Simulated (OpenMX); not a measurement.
Runs of OpenMX 3.8.5 on GaAs. Symmetry: I4/mmm, No. 139, tetragonal system. Conventional cell: a = 3.762 Å, b = 3.762 Å, c = 6.052 Å, α = 90.00°, β = 90.00°, γ = 90.00°. Ga (site symmetry 4/mmm) has 6 As at 2.66 to 3.03 Å as nearest neighbours. As (site symmetry 4/mmm) is surrounded by 6 Ga at 2.66 to 3.03 Å. The cell was built by a generator and needn't be a form met in nature.

```tsv
level	gap on the mesh (eV)	pressure (GPa)
PBE+D3	none	-2.5
PBE+D4	none	-4.2
PBE+D3(BJ)	none	(a)
PBE	none	-1.1
```

Alike in all rows: task single point; potentials or basis OpenMX 2013 PBE set, Ga7.0-s3p2d2, As7.0-s3p2d2, grid cutoff 500 Ry; no spin polarisation; cell as given; k mesh 7 × 7 × 7; smearing fermi-dirac 0.05 eV.

Task: Estimate the missing entries.

Result: (a) -3.7.

Caveats: the basis of atomic orbitals isn't converged, which shifts pressures, moduli and gaps; pairwise dispersion overbinds metals, which lowers pressure and volume (some runs).

A k mesh can miss the band edges, and the runs leave out spin-orbit coupling on As, Ga.

A gap of «none» marks a metal or a gap under the smearing width.
